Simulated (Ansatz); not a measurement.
# Pt: the crystal squeezed far, part 1 of 3

How does Pt (beta tin type) answer strong compression, and how long do frozen cores keep up with all electrons? The runs shown use LAPW, crystal datasets and norm-conserving. Companion runs by PAW are cited. Its runs: the reference run (LAPW); volume scaled by 1 (crystal datasets and norm-conserving); volume scaled by 0.92 (LAPW); volume scaled by 0.84 (LAPW); volume scaled by 0.76 (LAPW); volume scaled by 0.68 (LAPW and crystal datasets); volume scaled by 0.6 (LAPW and norm-conserving); volume scaled by 0.52 (LAPW); volume scaled by 0.45 (LAPW and norm-conserving).

Method: DFT PBE, with the methods named in each step, in Ansatz 0.2.0.

2 further runs of the same task are left out: 2 that didn't finish.

**1. The structure to begin with**

Symmetry: I4_1/amd, No. 141, tetragonal system. The conventional cell has a = 5.032 Å, b = 5.032 Å, c = 2.711 Å, α = 90.00°, β = 90.00°, γ = 90.00°. Pt (site symmetry -4m2) has 6 Pt at 2.61 to 2.71 Å as nearest neighbours.

Structure file:

```cif
data_structure
_symmetry_space_group_name_H-M 'P 1'
_symmetry_Int_Tables_number 1
_cell_length_a 3.8074
_cell_length_b 3.8074
_cell_length_c 3.8074
_cell_angle_alpha 97.283
_cell_angle_beta 97.283
_cell_angle_gamma 138.285
_cell_volume 34.32
loop_
_atom_site_label
_atom_site_type_symbol
_atom_site_fract_x
_atom_site_fract_y
_atom_site_fract_z
_atom_site_occupancy
Pt1 Pt 0.62500 0.87500 0.75000 1
Pt2 Pt 0.37500 0.12500 0.25000 1
```

Whether this phase is the stable one at these pressures isn't tested.

Atoms are numbered in the order of the input: Pt1, Pt2.

**2. The reference volume, LAPW**

input.yaml reads:

```yaml
crystal:
  lattice:
    - [-2.5158380979, 2.5158380979, 1.355606983]
    - [2.5158380979, -2.5158380979, 1.355606983]
    - [2.5158380979, 2.5158380979, -1.355606983]
  atoms:
    - { symbol: Pt, position: [-0.375, -0.125, -0.25] }
    - { symbol: Pt, position: [0.375, 0.125, 0.25] }
kpoints:
  mp_grid: { grid: [16, 16, 16] }
  band_path:
    path:
      - [0.0, 0.0, 0.0]
      - [0.0, 0.0, 0.5]
      - [-0.5, 0.5, 0.5]
      - [0.0, 0.0, 0.0]
      - [0.3225842217, 0.3225842217, -0.3225842217]
      - [-0.3225842217, 0.6774157783, 0.3225842217]
      - [-0.5, 0.5, 0.5]
      - [0.0, 0.0, 0.5]
      - [0.25, 0.25, 0.25]
    npoints: 14
scf:
  occupations: { method: fermi_dirac, width: 0.05 }
hamiltonian:
  xc: pbe
  pseudopotentials: { kind: all_electron, lapw: { basis_error: 0.001 } }
output:
  forces: true
  stress: true
  eigenvalues: true
  populations: true
  dos: { projected: true, de: 0.2, e_range: [-14, 8] }
```

Started as:

```console
ansatz run input.yaml --threads 1 --pin off --max-ram 2048MiB --backend cpu --events-out ev --progress --plain --runs-dir out
```

Standard output:

```text
Pt: projections on atomic orbitals take those of the free atom 1s2 2s2 2p6 3s2 3p6 3d10 4s2 4p6 4d10 4f14 5s2 5p6 5d9 6s1, of charge +0.00 (hamiltonian.pseudopotentials.projection_atoms)
LAPW: plane waves up to 9.068 Å⁻¹, error target 1.0e-3 eV per atom; small_component_spin mean_spin; Pt in spheres of 1.303 Å, 42 of its electrons in bands, Dirac shells []
Engine: ansatz 0.2.0
Pseudopotentials: kind: all_electron
Pseudopotential: Pt, LAPW, valence charge 42, Koelling and Harmon's equation, gaussian nucleus
Functional definition: PBE
  parameter kappa = 0.804
  parameter beta = 0.06672455060314922
  exchange = pbe_x(kappa = kappa, mu = beta*pi^2/3)
  correlation = pbe_c(beta = beta)
Crystal: 2 atoms, lattice volume = 34.321 Å³
Basis set: ecut = 313.2567981235073 eV, 435 PW (Γ), FFT grids on a1+a2, a2, a3, exchange–correlation at level 2
Bands: 51, of which v1, the nominal top of the filled ones, is band 42 counted from 1 (41 counted from 0)
Symmetry: 16 space group operations
Space group: I41/amd (ITA 141), of the structure as read, at distance tolerance 3.2e-5 Å
k-points: 349 of 4096
Non-local potential: Pt, projectors of the file, none
Initial density: superposition of atomic densities (chi_scale 0.1, normalization cell)
Initial wavefunctions: plane waves of lowest kinetic energy (no species holds an atomic orbital)
Functional: x = pbe(κ = 0.804, μ = 0.2195149727645171), c = pbe(β = 0.06672455060314922)
iter 1 solved again at ethr=4.58e-4 eV; its pass at ethr=1.00e-1 eV (dr2=3.85e-1 eV) is discarded
SCF iter   1: F=—  HF=-1001914.715260 eV  |F-HF|=—  |Δ(HF+E_count)|=         —  Δρ=3.90e-2  dr2=3.85e-1  ethr=4.58e-4  ⟨swp⟩=2.5  Hψ=108671  notcnv=0
preconditioner: auto → LDOS  [metal: Δε(μ)=0.003 eV  Ē_g=13.885 eV  σ=0.050 eV  W_gap=0.01  n_scr=16 (ndim 8)  ℏωp=28.3 eV  f_vac=0.066  D(μ)=2.43/eV (n_scr^D=20)  β→1.0]
iter 2 solved again at ethr=1.05e-5 eV; its pass at ethr=4.58e-4 eV (dr2=8.80e-3 eV) is discarded
SCF iter   2: F=—  HF=-1001914.269817 eV  |F-HF|=—  |Δ(HF+E_count)|=   4.45e-1  Δρ=7.37e-3  dr2=8.80e-3  ethr=1.05e-5  ⟨swp⟩=2.0  Hψ=91478  notcnv=0
SCF iter   3: F=—  HF=-1001914.090993 eV  |F-HF|=—  |Δ(HF+E_count)|=   1.79e-1  Δρ=5.12e-3  dr2=6.18e-3  ethr=1.05e-5  ⟨swp⟩=3.0  Hψ=57783  notcnv=0
SCF iter   4: F=—  HF=-1001914.062374 eV  |F-HF|=—  |Δ(HF+E_count)|=         —  Δρ=1.90e-3  dr2=8.33e-4  ethr=7.36e-6  ⟨swp⟩=2.0  Hψ=51154  notcnv=0
the basis was enlarged: its passes take 730.0 KiB over the memory plan, 1 of 1 planned eigensolver slots
SCF iter   5: F=—  HF=-1001914.061836 eV  |F-HF|=—  |Δ(HF+E_count)|=   5.38e-4  Δρ=3.70e-4  dr2=3.02e-5  ethr=9.92e-7  ⟨swp⟩=2.0  Hψ=51167  notcnv=0
SCF iter   6: F=—  HF=-1001914.061869 eV  |F-HF|=—  |Δ(HF+E_count)|=   3.33e-5  Δρ=4.63e-5  dr2=4.03e-7  ethr=3.59e-8  ⟨swp⟩=3.0  Hψ=53147  notcnv=0
SCF iter   7: F=-1001914.061870 eV  HF=-1001914.061870 eV  |F-HF|=2.41e-8  |Δ(HF+E_count)|=   2.40e-7  Δρ=1.08e-5  dr2=1.90e-8  ethr=4.80e-10  ⟨swp⟩=3.0  Hψ=53502  notcnv=0
SCF 1 converged in 7 iterations: F = -1001914.061870 eV  dr2 = 1.90e-8
NSCF: frozen V_eff on 113 k-points
SCF converged after 7 iterations
Free energy (F): -1001914.061870 eV
Harris-Foulkes:  -1001914.061870 eV  (|F-HF|=2.41e-8)
Internal energy: -1001914.042581 eV  (E = F + TS)
E sigma→0 (E₀):  -1001914.052225 eV
Entropy (-TS):   -0.019289 eV (-9.644 meV/atom)
Fermi energy:    24.515474 eV
--- Per-component energies (eV) ---
  E_band       = -6952.187844
  E_kinetic    = 1137776.823232
  E_xc         = -19386.599367
  E_electrostatic = -2120304.266446  (all electrons and nuclei)
  E_smearing   = -0.019289  (= −TS)
  E_closure    = -0.000000  (closes the sum)
  E_atoms      = -1001902.435662  (free atoms, spherical and without spin; not in F)
  Σ components = -1001914.061870   (vs F -1001914.061870, Δ=0.00e0)
  Basis errors (estimates in eV, not in F): energy 3.5e-4 per atom: plane waves 3.1e-4 (1.7e-4 summed), levels above the bands 2.4e-142, relativity 1.1e-7, radial functions 4.3e-5, core shells 7.0e-7; eigenvalues (radial functions only) 3.2e-6; not estimated: angular momenta, meshes, grids; target (lapw.basis_error) 1.0e-3; muffin-tin radii Pt 1.303 Å
--- Forces (eV/Å), atoms counted from 1 ---
  atom   1  Pt     0.00000000     0.00000000    -0.00000000
  atom   2  Pt     0.00000000     0.00000000     0.00000000
  max |Σ_I F_I| component: 4.16e-17 eV/Å
--- Stress (GPa, compression-positive) ---
       -0.032691      -0.000000      -0.000000
       -0.000000      -0.032691      -0.000000
       -0.000000      -0.000000      -0.039992
  P = ⅓ Tr σ = -0.0351 GPa (-0.351 kbar)
--- Band table (eV; the first three rows and the last of 349) ---
  k-point 0: bands = ["-278.4938", "-278.4938", "-278.4729", "-278.4729", "-278.4334", "-278.4334", "-278.4334", "-278.4334", "-278.4079", "-278.4079", "-73.6815", "-73.6262", "-42.2118", "-42.2118", "-42.2100", "-42.2100", "-42.1981", "-42.1974", "-42.1932", "-42.1924", "-42.1641", "-42.1641", "-42.1634", "-42.1634", "-42.1321", "-42.1319", "-28.0847", "-28.0847", "-27.7073", "-27.7000", "-27.6723", "-27.6723", "15.6357", "18.5658", "19.0674", "19.5134", "20.1122", "23.1850", "23.1850", "23.2473", "23.2473", "24.8225", "25.8981", "29.5091", "29.5091", "35.1364", "39.1626", "40.4131", "40.4131", "45.1684", "45.7362"]
  k-point 1: bands = ["-278.4938", "-278.4938", "-278.4729", "-278.4729", "-278.4334", "-278.4334", "-278.4334", "-278.4334", "-278.4079", "-278.4079", "-73.6810", "-73.6268", "-42.2118", "-42.2118", "-42.2100", "-42.2100", "-42.1981", "-42.1974", "-42.1932", "-42.1924", "-42.1641", "-42.1641", "-42.1634", "-42.1634", "-42.1321", "-42.1319", "-28.0814", "-28.0811", "-27.7136", "-27.6995", "-27.6766", "-27.6699", "15.6972", "18.6074", "19.0961", "19.4992", "20.0958", "23.1724", "23.1976", "23.2669", "23.2678", "24.7752", "25.7027", "29.1390", "29.7759", "35.4491", "39.2347", "40.2507", "40.2755", "44.7712", "44.7864"]
  k-point 2: bands = ["-278.4938", "-278.4938", "-278.4729", "-278.4729", "-278.4334", "-278.4334", "-278.4334", "-278.4334", "-278.4079", "-278.4079", "-73.6794", "-73.6283", "-42.2117", "-42.2117", "-42.2101", "-42.2101", "-42.1981", "-42.1974", "-42.1932", "-42.1924", "-42.1641", "-42.1641", "-42.1634", "-42.1634", "-42.1321", "-42.1319", "-28.0716", "-28.0704", "-27.7293", "-27.6979", "-27.6894", "-27.6660", "15.8798", "18.7279", "19.1823", "19.4615", "20.0515", "23.1229", "23.2290", "23.3210", "23.3234", "24.6384", "25.2561", "28.2485", "30.4453", "36.1207", "39.5013", "39.8270", "39.9070", "43.6530", "44.2313"]
  k-point 348: bands = ["-278.4938", "-278.4938", "-278.4729", "-278.4729", "-278.4334", "-278.4334", "-278.4334", "-278.4334", "-278.4079", "-278.4079", "-73.6537", "-73.6537", "-42.2125", "-42.2125", "-42.2093", "-42.2093", "-42.1978", "-42.1978", "-42.1928", "-42.1928", "-42.1646", "-42.1646", "-42.1629", "-42.1629", "-42.1320", "-42.1320", "-28.1397", "-28.1397", "-27.7048", "-27.7048", "-27.6298", "-27.6298", "18.3573", "18.3573", "20.0451", "20.0451", "22.6346", "22.6346", "23.4007", "23.4007", "23.4900", "23.4900", "23.9727", "23.9727", "29.0387", "29.0387", "41.5405", "41.5405", "43.3950", "43.3950", "44.9328"]
--- Löwdin populations: 2 sites ---
  site symbol       q [e]
     0     Pt     77.8801
     1     Pt     77.8801
  spilling = 0.001537 (of n_electrons = 156.000000)
```

Wall time 91 s (1 thread of Intel Xeon 6975P-C (Granite Rapids), shared host); peak memory 1.4 GiB.

Result: pressure -0.04 GPa; no gap.

At the corners of the path (eV, zero at the Fermi level):

| point | band 39 | band 40 | band 41 | band 42 | band 43 | band 44 | band 45 |
| --- | --- | --- | --- | --- | --- | --- | --- |
| Γ | -1.33 | -1.27 | -1.27 | 0.31 | 1.38 | 4.99 | 4.99 |
| X | -2.17 | -2.17 | -0.57 | -0.57 | -0.28 | -0.28 | 11.76 |
| M | -1.11 | -1.11 | -1.03 | -1.03 | -0.54 | -0.54 | 4.52 |
| Γ | -1.33 | -1.27 | -1.27 | 0.31 | 1.38 | 4.99 | 4.99 |
| Z | -2.29 | -2.29 | -0.83 | -0.55 | 4.08 | 4.92 | 5.37 |
| Z0 | -2.29 | -2.29 | -0.83 | -0.55 | 4.08 | 4.92 | 5.37 |
| M | -1.11 | -1.11 | -1.03 | -1.03 | -0.54 | -0.54 | 4.52 |
| X | -2.17 | -2.17 | -0.57 | -0.57 | -0.28 | -0.28 | 11.76 |
| P | -0.88 | -0.88 | -0.06 | -0.06 | 3.84 | 3.84 | 4.69 |

States per cell in windows of 1 eV (zero at the Fermi level; grid of 0.20 eV, so sharp peaks spill over the borders):

| from | to | total | Pt 5d | Pt 6s |
| --- | --- | --- | --- | --- |
| -9 | -8 | 0.07 | 0.00 | 0.07 |
| -8 | -7 | 0.22 | 0.01 | 0.20 |
| -7 | -6 | 0.51 | 0.13 | 0.36 |
| -6 | -5 | 2.83 | 2.28 | 0.53 |
| -5 | -4 | 4.14 | 3.88 | 0.22 |
| -4 | -3 | 2.41 | 2.25 | 0.12 |
| -3 | -2 | 2.81 | 2.60 | 0.15 |
| -2 | -1 | 3.69 | 3.47 | 0.16 |
| -1 | 0 | 3.06 | 2.86 | 0.13 |
| 0 | 1 | 1.83 | 1.55 | 0.19 |
| 1 | 2 | 0.68 | 0.34 | 0.22 |
| 2 | 3 | 0.54 | 0.15 | 0.21 |
| 3 | 4 | 0.39 | 0.07 | 0.18 |
| 4 | 5 | 0.61 | 0.11 | 0.35 |

**3. Volume scaled by 1, crystal datasets**

input.yaml reads:

```yaml
crystal:
  lattice:
    - [-2.5158380979, 2.5158380979, 1.355606983]
    - [2.5158380979, -2.5158380979, 1.355606983]
    - [2.5158380979, 2.5158380979, -1.355606983]
  atoms:
    - { symbol: Pt, position: [-0.375, -0.125, -0.25] }
    - { symbol: Pt, position: [0.375, 0.125, 0.25] }
kpoints:
  mp_grid: { grid: [16, 16, 16] }
scf:
  occupations: { method: fermi_dirac, width: 0.05 }
hamiltonian:
  xc: pbe
  pseudopotentials: { kind: all_electron, datasets: crystal }
output:
  forces: true
  stress: true
  eigenvalues: true
```

Started as:

```console
ansatz run input.yaml --threads 1 --pin off --max-ram 2048MiB --backend cpu --events-out ev --progress --plain --runs-dir out
```

Standard output (excerpt; [...] marks lines left out):

```text
[...]
[... 1 set-up line as earlier in the session ...]
Pseudopotential: Pt, paw, valence charge 18, recommended cutoff 320 eV (normal), Koelling and Harmon's equation, gaussian nucleus
[... 1 set-up line as earlier in the session ...]
[...]
Crystal: 2 atoms, lattice volume = 34.321 Å³
Basis set: ecut = 320 eV, 451 PW (Γ), exchange–correlation on 48×48×48 points (8 copies of the dense FFT grid, shifted against one another)
[...]
--- Stress (GPa, compression-positive) ---
       -0.032572      -0.000000      -0.000000
       -0.000000      -0.032572       0.000000
       -0.000000      -0.000000      -0.042302
  P = ⅓ Tr σ = -0.0358 GPa (-0.358 kbar)
  It holds what live shells' own plane waves past their cutoff add
--- Band table (eV; the first three rows and the last of 349) ---
  k-point 0: bands = ["15.6356", "18.5658", "19.0674", "19.5134", "20.1122", "23.1850", "23.1850", "23.2473", "23.2473", "24.8224", "25.8981", "29.5090", "29.5090"]
[...]
```

Run time: 20 s. Hardware: 1 thread of Intel Xeon 6975P-C (Granite Rapids), shared host; peak memory 0.91 GiB.

In short: pressure -0.04 GPa; no gap.

**4. Volume scaled by 1, norm-conserving**

input.yaml, as its differences from that of step 3:

```diff
@@ -14,3 +14,3 @@
   xc: pbe
-  pseudopotentials: { kind: all_electron, datasets: crystal }
+  pseudopotentials: { kind: nc }
 output:
```

Started as:

```console
ansatz run input.yaml --threads 1 --pin off --max-ram 2048MiB --backend cpu --events-out ev --progress --plain --runs-dir out
```

Standard output (excerpt; [...] marks lines left out):

```text
[...]
Pseudopotentials: kind: nc
Pseudopotential: Pt, nc, valence charge 18, recommended cutoff 1142.878222 eV (normal), Pt.nc.azcp
[... 1 set-up line as earlier in the session ...]
[...]
Crystal: 2 atoms, lattice volume = 34.321 Å³
Basis set: ecut = 1142.878222 eV, 3027 PW (Γ), exchange–correlation on 90×90×90 points (8 copies of the dense FFT grid, shifted against one another)
[...]
Fermi energy:    19.883720 eV
[...]
--- Forces (eV/Å), atoms counted from 1 ---
  atom   1  Pt     0.00000000    -0.00000000     0.00000000
  atom   2  Pt    -0.00000000     0.00000000    -0.00000000
[...]
--- Stress (GPa, compression-positive) ---
        0.090992      -0.000000      -0.000000
       -0.000000       0.090992       0.000000
       -0.000000       0.000000       0.116888
  P = ⅓ Tr σ = 0.0996 GPa (0.996 kbar)
--- Band table (eV; the first three rows and the last of 349) ---
[... band rows left out ...]
[...]
```

It took 20 s on 1 thread of Intel Xeon 6975P-C (Granite Rapids), shared host; peak memory 0.89 GiB.

This run gives: pressure 0.10 GPa; no gap.

(Continued in part 2 of 3.)
